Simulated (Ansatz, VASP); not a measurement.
## AlCo: VASP beside Ansatz

INCAR

```
SYSTEM = AlCo
  ALGO = Normal
  EDIFF = 1E-6
  ENCUT = 520
  GGA = PS
  ISIF = 2
  ISMEAR = -1
  LASPH = .True.
  LCHARG = .False.
  LREAL = .False.
  LWAVE = .False.
  NBANDS = 13
  NELM = 80
  PREC = Accurate
  SIGMA = 0.05
```

The input KPOINTS:

```
k-points
0
Gamma
  9 9 9
  0 0 0
```

POSCAR

```
AlCo
1.0
    2.8194032100      0.0000000000      0.0000000000
    0.0000000000      2.8194032100      0.0000000000
    0.0000000000      0.0000000000      2.8194032100
Co Al
1 1
Direct
    0.5000000000      0.5000000000      0.5000000000
    0.0000000000      0.0000000000      0.0000000000
```

File input.yaml:

```yaml
crystal:
  lattice:
    - [2.81940321, 0.0, 0.0]
    - [0.0, 2.81940321, 0.0]
    - [0.0, 0.0, 2.81940321]
  atoms:
    - { symbol: Co, position: [0.5, 0.5, 0.5] }
    - { symbol: Al, position: [0.0, 0.0, 0.0] }
hamiltonian:
  xc: pbesol
  pseudopotentials: { kind: paw }
kpoints:
  mp_grid: { grid: [9, 9, 9] }
scf:
  occupations: { method: fermi_dirac, width: 0.05 }
output:
  forces: true
  stress: true
  eigenvalues: true
  write_density: true
  write_potential: true
  elf: true
  volumetric_format: npy
```

The cell is a database's computed one.

Alike in both runs: task single point; functional PBEsol; k mesh 9 × 9 × 9; occupations fermi-dirac, width 0.05 eV; no spin polarisation.

|  | VASP | Ansatz |
| --- | --- | --- |
| version | VASP 6.6.1 | Ansatz 0.2.0 |
| potentials or method | VASP PAW PBE potentials, release 64 (Co, Al) | Ansatz PAW |
| plane-wave cutoff (eV) | 520 | 420 |
| valence electrons in the cell | 12 | 20 |

VASP gave:

- gap on the k mesh at the Fermi level (eV): none
- pressure (GPa): 0.8

Question: What did Ansatz give for the same quantities?

Answer: gap on the k mesh at the Fermi level (eV): none; pressure (GPa): 0.7.

A gap of «none» marks a metal or a gap that the smearing closes. The two sets of potentials don't hold the same shells in valence.

Caveats: the PAW data sets were made with another functional, which shifts forces and pressure a little (VASP); the PAW data sets come from PBE, with cores solved anew for the run's functional, which leaves a small shift of forces and pressure (Ansatz). Spin polarisation is off, so any magnetic state and its effect on volume and gap are missing.
